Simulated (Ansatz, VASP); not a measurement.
**One calculation of NaI, two programs**

The input INCAR:

```
SYSTEM = NaI
ALGO = Normal
EDIFF = 1E-7
ENCUT = 520
GGA = PE
ISIF = 2
ISMEAR = 0
LASPH = .True.
LCHARG = .True.
LELF = .True.
LREAL = .False.
LVHAR = .True.
LWAVE = .False.
NBANDS = 14
NELM = 80
PREC = Accurate
SIGMA = 0.05
```

The input KPOINTS:

```
k-points
0
Gamma
  8 8 8
  0 0 0
```

POSCAR

```
NaI
1.0
    0.0000000000      3.5158525921      2.7423650218
    3.5158525921      0.0000000000      2.7423650218
    3.5158525921      3.5158525921      0.0000000000
Na I
1 1
Direct
    0.0000000000      0.0000000000      0.0000000000
    0.5000000000      0.5000000000      0.5000000000
```

Input for Ansatz:

```yaml
crystal:
  lattice:
    - [0.0, 3.5158525921, 2.7423650218]
    - [3.5158525921, 0.0, 2.7423650218]
    - [3.5158525921, 3.5158525921, 0.0]
  atoms:
    - { symbol: Na, position: [0.0, 0.0, 0.0] }
    - { symbol: I, position: [0.5, 0.5, 0.5] }
basis:
  ecutwfc: 420
kpoints:
  mp_grid: { grid: [8, 8, 8] }
hamiltonian:
  xc: pbe
scf:
  occupations: { method: gaussian, width: 0.05 }
output:
  forces: true
  stress: true
  eigenvalues: true
```

Alike in both runs: task single point; functional PBE; k mesh 8 × 8 × 8; occupations gaussian, width 0.05 eV; no spin polarisation.

|  | VASP | Ansatz |
| --- | --- | --- |
| version | VASP 6.6.1 | Ansatz 0.2.0 |
| potentials or method | VASP PAW PBE potentials, release 64 (Na_pv, I) | scalar-relativistic, plane waves, PAW |
| plane-wave cutoff (eV) | 520 | 420 |
| valence electrons in the cell | 14 | 26 |

```tsv
	VASP	Ansatz	Ansatz less VASP
gap on the k mesh at the Fermi level (eV)	3.65	3.65	+0.004
least direct gap on the mesh (eV)	3.65	3.65	+0.004
pressure (GPa)	3.5	3.5	-0.03
largest component of the traceless stress (GPa)	7.85	7.79	-0.064
```

The functional is the same, so the differences come from potentials, cutoffs and numerics. The two sets of potentials don't hold the same shells in valence.

Caveats: spin-orbit coupling is left out, which moves the levels of the heavy elements. PBE gaps usually lie below the measured ones, often by a third to a half.
